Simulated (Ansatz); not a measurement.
# Ag: the order of phases at one pressure

Which of fcc, bcc, hcp, simple hexagonal, omega, diamond has the lowest enthalpy for Ag at one common pressure? The runs shown use LAPW. Companion runs by PAW are cited.

Method: DFT, PBE, all-electron LAPW, scalar-relativistic, in Ansatz 0.2.0.

## (1) The starting structure

The structure is cubic, space group Fm-3m (No. 225). The conventional cell has a = 3.988 Å, b = 3.988 Å, c = 3.988 Å, α = 90.00°, β = 90.00°, γ = 90.00°. Around Ag (site symmetry m-3m) lie 12 Ag at 2.82 Å.

Structure file:

```cif
data_structure
_symmetry_space_group_name_H-M 'Fm-3m'
_symmetry_Int_Tables_number 225
_cell_length_a 3.9878
_cell_length_b 3.9878
_cell_length_c 3.9878
_cell_angle_alpha 90.000
_cell_angle_beta 90.000
_cell_angle_gamma 90.000
_cell_volume 63.42
loop_
_atom_site_label
_atom_site_type_symbol
_atom_site_symmetry_multiplicity
_atom_site_Wyckoff_symbol
_atom_site_fract_x
_atom_site_fract_y
_atom_site_fract_z
_atom_site_occupancy
Ag1 Ag 4 a 0.00000 0.00000 0.00000 1
```

The file gives the conventional cell by its symmetry; the runs use the cell typed in the input.

## (2) Fcc relaxed under pressure, LAPW

Input file input.yaml:

```yaml
crystal:
  lattice:
    - [0.0, 1.9939092375, 1.9939092375]
    - [1.9939092375, 0.0, 1.9939092375]
    - [1.9939092375, 1.9939092375, 0.0]
  atoms:
    - { symbol: Ag, position: [0.0, 0.0, 0.0] }
kpoints:
  mp_grid: { grid: [17, 17, 17] }
scf:
  occupations: { method: fermi_dirac, width: 0.05 }
hamiltonian:
  xc: pbe
  pseudopotentials: { kind: all_electron, lapw: { basis_error: 0.0005 } }
output:
  forces: true
  stress: true
  eigenvalues: true
relax:
  f_tol: 0.005
  max_steps: 12
  cell: { p_target: 15.0, stress_tol: 0.03 }
```

Started as:

```console
> ansatz run input.yaml --threads 1 --pin off --max-ram 3584MiB --backend cpu --events-out ev --progress --plain --runs-dir out
```

Further steps of the session: Bcc relaxed under pressure, LAPW; Hcp relaxed under pressure, LAPW; Simple hexagonal relaxed under pressure, LAPW; Omega relaxed under pressure, LAPW; Diamond relaxed under pressure, LAPW.

**Question.** What will these runs give? Wanted: pressure; lowest (for each run or level that gives them).

The runs gave:

| quantity | value |
| --- | --- |
| pressure | 15 GPa |
| lowest (LAPW) | fcc, 3.9 meV/atom under hcp |
| lowest (PAW) | fcc, 3.8 meV/atom under hcp |

What this shows: By LAPW the order is fcc < hcp < bcc < omega < simple hexagonal < diamond. By PAW the order is fcc < hcp < bcc < omega < simple hexagonal < diamond. The methods agree on the lowest phase. Only these structures were tried, with electrons smeared by 0.05 eV and without vibrations, so the true ground state may be another. The k meshes differ between phases and weren't tested, which can move differences by some meV.
